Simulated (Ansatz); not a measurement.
## One run on CrCuO2 (R-3m): U = 1 eV on Cr d and Cu d

Computed with DFT, PBEsol+U, PAW with Ansatz's default frozen-core files, scalar-relativistic (Ansatz).

Command: `ansatz run input.yaml --threads 2 --pin off --max-ram 6144MiB --backend cpu --events-out ev --progress --plain --runs-dir out`

```yaml
crystal:
  lattice:
    - [1.4867, 0.8583466452, 5.7]
    - [-1.4867, 0.8583466452, 5.7]
    - [0.0, -1.7166932904, 5.7]
  atoms:
    - { symbol: Cr, position: [0.5, 0.5, 0.5], spin: 3.0 }
    - { symbol: Cu, position: [0.0, 0.0, 0.0] }
    - { symbol: O, position: [0.10792, 0.10792, 0.10792] }
    - { symbol: O, position: [0.89208, 0.89208, 0.89208] }
magnetization:
  spin_polarized: true
kpoints:
  mp_grid: { grid: [11, 11, 11] }
scf:
  occupations: { method: fermi_dirac, width: 0.08 }
hamiltonian:
  xc: pbesol
  pseudopotentials: { kind: paw }
  hubbard:
    sites: [{ species: Cr, l: d, u_eff: 1 }, { species: Cu, l: d, u_eff: 1 }]
output:
  forces: true
  stress: true
  eigenvalues: true
  hubbard: { sites: [{ species: Cr, l: d }, { species: Cu, l: d }] }
  populations: true
  write_density: true
  write_potential: true
  elf: true
  volumetric_format: npy
```

The program prints:

```
basis.fft_grid_basis auto: the FFT boxes are laid along the combinations [[1, -1, 0], [0, 1, 0], [0, -1, 1]] of the cell's own vectors, 2.973, 5.953 and 2.973 Å long. The dense box has 20×40×20 points. Along the cell's own vectors, as sized, it would have 40×40×40, 4.00 times as many. Of the 12 symmetry operations that the crystal satisfies within crystal.symmetry.tolerance (time reversal apart; o …
Cr: projections on atomic orbitals take those of the free atom [Ne] 3s2 3p6 3d5 4s1, of charge +0.00 (hamiltonian.pseudopotentials.projection_atoms); the dataset's partial waves leave at most 7.0e-7 of an orbital's norm unspanned inside its sphere
Cu: projections on atomic orbitals take those of the free atom [Ne] 3s2 3p6 3d10 4s1, of charge +0.00 (hamiltonian.pseudopotentials.projection_atoms); the dataset's partial waves leave at most 2.0e-6 of an orbital's norm unspanned inside its sphere
O: projections on atomic orbitals take those of the free atom [He] 2s2 2p4, of charge +0.00 (hamiltonian.pseudopotentials.projection_atoms); the dataset's partial waves leave at most 1.9e-8 of an orbital's norm unspanned inside its sphere
Engine: ansatz 0.2.0
Pseudopotentials: kind: paw
Pseudopotential: Cr, paw, valence charge 14, recommended cutoff 420 eV (normal), Cr.paw.azcp
Pseudopotential: Cu, paw, valence charge 19, recommended cutoff 420 eV (normal), Cu.paw.azcp
Pseudopotential: O, paw, valence charge 6, recommended cutoff 420 eV (normal), O.paw.azcp
Functional definition: PBEsol
  exchange = pbesol_x
  correlation = pbesol_c
Crystal: 4 atoms, lattice volume = 43.643 Å³
Basis set: ecut = 420 eV, 817 PW (Γ), FFT grids on a1−a2, a2, −a2+a3, exchange–correlation on 40×80×40 points (8 copies of the dense FFT grid, shifted against one another)
Bands: 29, of which v1, the nominal top of the filled ones, is band 23 counted from 1 (22 counted from 0)
Symmetry: 12 space group operations
Space group: R-3m (ITA 166), of the structure as read, at distance tolerance 3.5e-5 Å
Magnetic group: BNS 166.97 (UNI 1327), of the structure as read, at distance tolerance 3.5e-5 Å
k-points: 146 of 1331
Non-local potential: Cr, projectors of the file, l = 0: 3, l = 1: 2, l = 2: 3, l = 3: 1
Non-local potential: Cu, projectors of the file, l = 0: 3, l = 1: 2, l = 2: 3, l = 3: 1
Non-local potential: O, projectors of the file, l = 0: 2, l = 1: 2, l = 2: 1
PAW form: soft (Blöchl's): semilocal exchange-correlation on the pseudo side does not see the compensation charge
PAW frozen core: Cr, regenerated for the run's functional, and the local potential with it (the file was generated under x = pbe(κ = 0.804, μ = 0.2195149727645171), c = pbe(β = 0.06672455060314922))
PAW frozen core: Cu, regenerated for the run's functional, and the local potential with it (the file was generated under x = pbe(κ = 0.804, μ = 0.2195149727645171), c = pbe(β = 0.06672455060314922))
PAW frozen core: O, regenerated for the run's functional, and the local potential with it (the file was generated under x = pbe(κ = 0.804, μ = 0.2195149727645171), c = pbe(β = 0.06672455060314922))
PAW one-centre angular grid: Cr, 590 points (default); XC on 64 Gauss nodes
PAW one-centre angular grid: Cu, 590 points (default); XC on 64 Gauss nodes
PAW one-centre angular grid: O, 110 points (default); XC on 64 Gauss nodes
Initial density: superposition of atomic densities (chi_scale 0.1, normalization cell, long waves kept (reshape's long-wave potential 0.32 eV rms))
Starting moments: Σ|m| = 3 μB on 1 of 4 sites
Initial wavefunctions: pseudopotential atomic-orbital guess
Functional: x = pbesol(κ = 0.804, μ = 0.12345679012345678), c = pbesol(β = 0.046)
SCF iter   1: F=—  HF=-11058.731869 eV  |F-HF|=—  |Δ(HF+E_count)|=         —  Δρ=5.04e-2 (↑5.04e-2 ↓3.05e-2)  dr2=1.53e0  dr2_m=2.97e-1  M=2.997 μB ∫|m|=3.141 μB  β_m=0.30  ethr=3.10e-3  ⟨swp⟩=4.3  Hψ=28326  notcnv=0
preconditioner: auto → none  [insulator: Δε(μ)=0.354 eV  Ē_g=10.705 eV  σ=0.080 eV  W_gap=0.71  n_scr=16 (ndim 8)  ℏωp=30.3 eV  f_vac=0.000  D(μ)=0.19/eV (n_scr^D=0)  ε∞_Penn≈9.0]
SCF iter   2: F=—  HF=-11059.069552 eV  |F-HF|=—  |Δ(HF+E_count)|=   3.38e-1  Δρ=3.89e-2 (↑3.89e-2 ↓3.22e-2)  dr2=9.60e-1  dr2_m=1.15e-1  M=3.000 μB ∫|m|=3.189 μB  β_m=1.00  ethr=3.10e-3  ⟨swp⟩=2.1  Hψ=13947  notcnv=0  defer=205
SCF iter   3: F=—  HF=-11059.256692 eV  |F-HF|=—  |Δ(HF+E_count)|=   1.87e-1  Δρ=1.75e-2 (↑1.75e-2 ↓1.30e-2)  dr2=1.60e-1  dr2_m=7.69e-3  M=3.000 μB ∫|m|=3.163 μB  β_m=0.30  ethr=2.13e-3  ⟨swp⟩=2.0  Hψ=14199  notcnv=0  defer=135
[...]
SCF iter  18: F=—  HF=-11059.474378 eV  |F-HF|=—  |Δ(HF+E_count)|=   1.58e-5  Δρ=7.07e-5 (↑7.07e-5 ↓4.74e-5)  dr2=1.43e-6  dr2_m=1.04e-6  M=3.000 μB ∫|m|=3.102 μB  β_m=0.58  ethr=1.40e-10  ⟨swp⟩=3.4  Hψ=20079  notcnv=0
SCF iter  19: F=—  HF=-11059.474380 eV  |F-HF|=—  |Δ(HF+E_count)|=   1.71e-6  Δρ=7.69e-5 (↑7.69e-5 ↓6.64e-5)  dr2=5.28e-6  dr2_m=2.20e-7  M=3.000 μB ∫|m|=3.102 μB  β_m=0.44  ethr=1.40e-10  ⟨swp⟩=3.0  Hψ=17629  notcnv=0
iter 20 did not close the SCF: its close was put off for a magnetic moment that had not settled (scf_convergence_deferred on its scf_iter line)
SCF iter  20: F=-11059.474379 eV  HF=-11059.474379 eV  |F-HF|=7.76e-9  |Δ(HF+E_count)|=   1.00e-6  Δρ=9.21e-6 (↑8.42e-6 ↓9.21e-6)  dr2=1.44e-8  dr2_m=2.66e-8  M=3.000 μB ∫|m|=3.102 μB  β_m=0.57  ethr=1.40e-10  ⟨swp⟩=6.0  Hψ=52440  notcnv=0
SCF iter  21: F=-11059.474379 eV  HF=-11059.474379 eV  |F-HF|=2.55e-10  |Δ(HF+E_count)|=   2.20e-8  Δρ=3.24e-6 (↑3.24e-6 ↓2.28e-6)  dr2=1.50e-9  dr2_m=2.82e-9  M=3.000 μB ∫|m|=3.102 μB  ethr=3.21e-11  ⟨swp⟩=4.7  Hψ=42239  notcnv=0
SCF 1 converged in 21 iterations: F = -11059.474379 eV  dr2 = 1.50e-9
  greatest PAW one-centre occupation: 1.000 electrons in one spin orbital (limit 2), on the Cr atom at site 0 (counted from 0), in its partial waves of l = 0
SCF converged after 21 iterations
Magnetization: 3.0000 μB (24.0000 up, 21.0000 down)
Absolute magnetization: 3.1061 μB (∫|ρ↑−ρ↓|, with the PAW one-centre terms)
Spin contamination: 0.0267 ħ² per cell (⟨S²⟩ above its minimum at these occupations)
Per-site moments (μB) at R_I (Å): [(2.423389602879922, 0.8204699369890263), (0.0030946224357579297, 0.7612407000000001), (-0.009772644313622604, 0.7612407000000001), (-0.00977264431362268, 0.7612407000000003)]
Free energy (F): -11059.474379 eV
Harris-Foulkes:  -11059.474379 eV  (|F-HF|=2.55e-10)
Internal energy: -11059.474358 eV  (E = F + TS)
E sigma→0 (E₀):  -11059.474369 eV
Entropy (-TS):   -0.000021 eV (-0.005 meV/atom)
Fermi energy:    12.181831 eV
--- Per-component energies (eV) ---
  E_band       = -677.189396
  E_kinetic    = 988.900143
  E_local      = -6900.444939  (includes V_loc(G=0)·N_el)
  E_nonlocal   = 576.784149
  E_hartree    = 2952.955435
  E_xc         = -369.970698
  E_vxc        = -475.524465  (∫ρ·V_xc dr)
  E_hubbard    = 0.717710  (on-site DFT+U / exact-exchange correction)
  E_vhub       = -5.611296  (the Hubbard potential's part of the band-sum identity)
  E_paw        = -3103.447951  (= ΣΔE_a)
  E_vpaw       = -767.207275  (= ΣTr[D̂ρ^β])
  E_aug_tail   = 0.005495  (compensation charges beyond the density's cutoff)
  E_ewald      = -5205.410481
  E_core_change = 0.436778  (= ΣΔE_core)
  E_smearing   = -0.000021  (= −TS)
  E_closure    = 0.000000  (closes the sum)
  Σ components = -11059.474379   (vs F -11059.474379, Δ=0.00e0)
--- Forces (eV/Å), atoms counted from 1 ---
  atom   1  Cr    -0.00000000     0.00000000    -0.00000000
  atom   2  Cu     0.00000000     0.00000000    -0.00000000
  atom   3  O      0.00000000    -0.00000000     0.06678965
  atom   4  O     -0.00000000     0.00000000    -0.06678965
  max |Σ_I F_I| component: 1.39e-17 eV/Å
--- Stress (GPa, compression-positive) ---
       -1.582447       0.000000       0.000000
        0.000000      -1.582447      -0.000000
        0.000000      -0.000000      -4.316489
  P = ⅓ Tr σ = -2.4938 GPa (-24.938 kbar)
--- Band table (eV; the first three rows and the last of 292) ---
  k-point 0 ↑: bands = ["-99.8311", "-61.1147", "-57.5323", "-57.2927", "-57.2927", "-32.5699", "-32.5119", "-32.5119", "-8.5436", "-6.9814", "3.2392", "5.7847", "5.7847", "7.5712", "7.6344", "8.8832", "8.8832", "9.2002", "9.2002", "9.4555", "9.4555", "10.1356", "10.1356", "10.5501", "13.7608", "14.6004", "14.6004", "18.1222", "20.0972"]
  k-point 1 ↑: bands = ["-99.8310", "-61.1127", "-57.5322", "-57.2937", "-57.2929", "-32.5672", "-32.5273", "-32.5152", "-8.4584", "-6.9895", "3.3623", "5.5569", "5.8492", "7.5076", "7.8392", "8.5237", "8.5883", "9.1981", "9.2662", "9.4668", "9.4668", "10.2804", "10.3719", "10.5821", "13.8794", "14.3784", "14.5507", "18.5043", "20.2896"]
  k-point 2 ↑: bands = ["-99.8308", "-61.1078", "-57.5320", "-57.2963", "-57.2936", "-32.5688", "-32.5595", "-32.5243", "-8.2233", "-7.0132", "3.7043", "5.1617", "6.0220", "6.9364", "8.0163", "8.0896", "8.4114", "9.1740", "9.3947", "9.4966", "9.5099", "10.4261", "10.7097", "10.7365", "13.8459", "14.2638", "14.4407", "19.3503", "20.7864"]
  k-point 145 ↓: bands = ["-99.8317", "-58.1362", "-57.5309", "-57.2945", "-57.2938", "-29.6311", "-29.6169", "-29.5999", "-8.2100", "-7.1611", "5.0676", "5.5128", "6.5971", "6.9024", "7.8039", "7.8856", "8.0309", "9.2012", "9.2756", "10.2692", "10.3407", "13.7843", "13.9694", "14.6161", "14.7278", "15.8836", "16.0205", "17.6096", "21.2018"]
Occupation matrices written to <dir>
--- Löwdin populations: 4 sites ---
  site symbol       q [e]    m [muB]
     0     Cr     12.8175     2.9020
     1     Cu     18.4397     0.0459
     2      O      6.7775     0.0040
     3      O      6.7775     0.0040
  spilling = 0.004172 (of n_electrons = 45.000000)
--- Occupation matrices: 2 shells (run DFT+U table (all-electron-ortho-atomic); ε = 1.55e-3) ---
  Cr0 d_3D: site group D3d (-3m)
  Cr0 d_3D up     Tr n = 3.6466  λ = 0.350 0.350 0.981 0.981 0.984  [2× xz 0.32 Eg(1.00) | 2× x2-y2 0.32 Eg(1.00) | z2 1.00 A1g(1.00)]
  Cr0 d_3D dn     Tr n = 0.7806  λ = 0.085 0.102 0.102 0.246 0.246  [z2 1.00 A1g(1.00) | 2× x2-y2 0.30 Eg(1.00) | 2× xz 0.30 Eg(1.00)]
  Cu1 d_3D: site group D3d (-3m)
  Cu1 d_3D up     Tr n = 4.8319  λ = 0.863 0.990 0.990 0.995 0.995  [z2 1.00 A1g(1.00) | 2× xz 0.49 Eg(1.00) | 2× x2-y2 0.49 Eg(1.00)]
  Cu1 d_3D dn     Tr n = 4.8343  λ = 0.860 0.993 0.993 0.995 0.995  [z2 1.00 A1g(1.00) | 2× xz 0.50 Eg(1.00) | 2× x2-y2 0.50 Eg(1.00)]
  Tr n, λ and their labels are of the run-group-symmetrised matrices; stabiliser: 12 of 24 elements of G0×{1,Θ} (closed), max defect 2.8e-15 at τ = 3.3e-4
```

occupations.tsv:

```
# site	symbol	l	channel	k	occupation	cluster	real_ylm_label	real_ylm_weight	cubic_label	cubic_weight	pseudocubic_irrep	site_irrep	w_site_irrep	cell_site_irrep	w_cell_site_irrep
# projection_atom_Cr: [Ne] 3s2 3p6 3d5 4s1
# projection_atom_Cu: [Ne] 3s2 3p6 3d10 4s1
# projection_atom_O: [He] 2s2 2p4
# site_irrep/w_site_irrep = the cluster's dominant irrep under the shell's site group (Mulliken, in the setting of the per-shell frame z, x; double-valued rows on a spinor block under rep=spin_orbital) and its weight, the cluster's purity; - without a site group
# cell_site_irrep/w_cell_site_irrep = the same under the site's group on the run's cell, the crystal's operations that keep its lattice, with its own per-shell comment where it differs; - as there, and where that group is no smaller or either group is refused
# basis = run DFT+U table (all-electron-ortho-atomic)
# labels = run-group-symmetrised matrices
# epsilon = 0.0015521 provisional = false under_converged = false
# stabiliser = 12/24 closed max_defect = 2.7937e-15 tolerance = 0.00032926
# site 0 Cr l=2_3D: orbit=0, site group D3d (-3m), |G|=12, z=[0.000000, 0.000000, 1.000000], x=[1.000000, 0.000000, 0.000000], rep=spin
0	Cr	2_3D	up	0	0.350487	0	xz	0.3164	xz	0.3164	-	Eg	1.0000	-	-
0	Cr	2_3D	up	1	0.350487	0	xz	0.3164	xz	0.3164	-	Eg	1.0000	-	-
0	Cr	2_3D	up	2	0.981049	1	x2-y2	0.3164	x2-y2	0.3164	-	Eg	1.0000	-	-
0	Cr	2_3D	up	3	0.981049	1	x2-y2	0.3164	x2-y2	0.3164	-	Eg	1.0000	-	-
0	Cr	2_3D	up	4	0.983521	2	z2	1.0000	z2	1.0000	-	A1g	1.0000	-	-
# Tr n = 3.646592
0	Cr	2_3D	dn	0	0.085099	0	z2	1.0000	z2	1.0000	-	A1g	1.0000	-	-
0	Cr	2_3D	dn	1	0.102105	1	x2-y2	0.3002	x2-y2	0.3002	-	Eg	1.0000	-	-
0	Cr	2_3D	dn	2	0.102105	1	x2-y2	0.3002	x2-y2	0.3002	-	Eg	1.0000	-	-
0	Cr	2_3D	dn	3	0.245668	2	xz	0.3002	xz	0.3002	-	Eg	1.0000	-	-
0	Cr	2_3D	dn	4	0.245668	2	xz	0.3002	xz	0.3002	-	Eg	1.0000	-	-
# Tr n = 0.780645
# site 1 Cu l=2_3D: orbit=1, site group D3d (-3m), |G|=12, z=[0.000000, 0.000000, 1.000000], x=[1.000000, 0.000000, 0.000000], rep=spin
1	Cu	2_3D	up	0	0.862980	0	z2	1.0000	z2	1.0000	-	A1g	1.0000	-	-
1	Cu	2_3D	up	1	0.989504	1	xz	0.4908	xz	0.4908	-	Eg	1.0000	-	-
1	Cu	2_3D	up	2	0.989504	1	xz	0.4908	xz	0.4908	-	Eg	1.0000	-	-
1	Cu	2_3D	up	3	0.994968	2	x2-y2	0.4908	x2-y2	0.4908	-	Eg	1.0000	-	-
1	Cu	2_3D	up	4	0.994968	2	x2-y2	0.4908	x2-y2	0.4908	-	Eg	1.0000	-	-
# Tr n = 4.831923
1	Cu	2_3D	dn	0	0.859661	0	z2	1.0000	z2	1.0000	-	A1g	1.0000	-	-
1	Cu	2_3D	dn	1	0.992614	1	xz	0.4992	xz	0.4992	-	Eg	1.0000	-	-
1	Cu	2_3D	dn	2	0.992614	1	xz	0.4992	xz	0.4992	-	Eg	1.0000	-	-
1	Cu	2_3D	dn	3	0.994696	2	x2-y2	0.4992	x2-y2	0.4992	-	Eg	1.0000	-	-
1	Cu	2_3D	dn	4	0.994696	2	x2-y2	0.4992	x2-y2	0.4992	-	Eg	1.0000	-	-
# Tr n = 4.834279
```

populations.tsv:

```
# site	symbol	l	j	q_up	q_dn
# orbitals = lowdin
# n_electrons = 45.000000
# spilling = 0.004172
# projection_atom_Cr: [Ne] 3s2 3p6 3d5 4s1
# projection_atom_Cu: [Ne] 3s2 3p6 3d10 4s1
# projection_atom_O: [He] 2s2 2p4
0	Cr	0_3S	-	0.995784	0.995799
0	Cr	0_4S	-	0.219950	0.183940
0	Cr	1_3P	-	2.995856	2.996088
0	Cr	2_3D	-	3.648153	0.781900
1	Cu	0_3S	-	0.998654	0.998612
1	Cu	0_4S	-	0.409318	0.361049
1	Cu	1_3P	-	2.999221	2.999215
1	Cu	2_3D	-	4.835645	4.838016
2	O	0_2S	-	0.873647	0.872390
2	O	1_2P	-	2.517097	2.514384
3	O	0_2S	-	0.873647	0.872390
3	O	1_2P	-	2.517097	2.514384
```

Site moments (μB): Cr1 2.42, Cu2 0.00, O3 -0.01, O4 -0.01. Cell moment 3.00 μB.

The magnetic group in the log treats spin as a scalar label, without spin–orbit coupling.

The PAW files were made with PBE; the program remakes their cores once for the run's functional and then keeps them frozen. None of this fixes the real material's magnetic order: only patterns that fit the cell were computed, at zero temperature, with a functional that can overstate moments.

It took 32 s on 2 threads of Arm Neoverse V1 (shared host), peak memory 0.68 GiB.
